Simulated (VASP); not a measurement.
Os:

```
Os
1.0
     2.73410    0.00000    0.00000
    -1.36705    2.36780    0.00000
     0.00000    0.00000    4.31970
Os
2
Direct
  0.66667 0.33333 0.75000
  0.33333 0.66667 0.25000
```

- Program: VASP 6.6.1
- Task: relaxation of cell and atoms
- Functional: PBE
- Dispersion: TS
- Potentials or basis: VASP PAW PBE potentials, release 64 (Os)
- Cutoff: 600 eV
- k mesh: 11 × 11 × 6
- Occupations: fermi-dirac, width 0.05 eV
- Spin: no spin polarisation

At the start: pressure -6.4 GPa; volume 13.98 Å³/atom.

Q: How do energy, volume and symmetry change on relaxing?

A: Over 7 steps the energy falls by 3.1 meV/atom and the volume is 13.77 Å³/atom (-1.5 %); space group P6_3/mmc (No. 194, to 0.05 Å).

The path:
| step | energy change (eV) | largest force (eV/Å) | pressure (GPa) | volume (Å³) |
| --- | --- | --- | --- | --- |
| 1 | 0.0000 | 0.0000 | -6.41 | 27.96 |
| 2 | 0.1879 | 0.0000 | 34.96 | 25.76 |
| 3 | -0.0063 | 0.0000 | -0.96 | 27.61 |
| 4 | -0.0062 | 0.0000 | -0.09 | 27.55 |
| 5 | -0.0062 | 0.0000 | 0.05 | 27.55 |
| 6 | -0.0062 | 0.0000 | 0.03 | 27.54 |
| 7 | -0.0062 | 0.0000 | 0.04 | 27.54 |

Final structure:
```yaml
crystal:
  lattice:
    - [2.71879, 0.00000, 0.00000]
    - [-1.35940, 2.35454, 0.00000]
    - [0.00000, 0.00000, 4.30278]
  atoms:
    - { symbol: Os, position: [0.66667, 0.33333, 0.75000] }
    - { symbol: Os, position: [0.33333, 0.66667, 0.25000] }
```

Caveat: atom-pairwise D2, TS and ULG terms overbind metals; pairwise dispersion overbinds metals, which lowers pressure and volume.
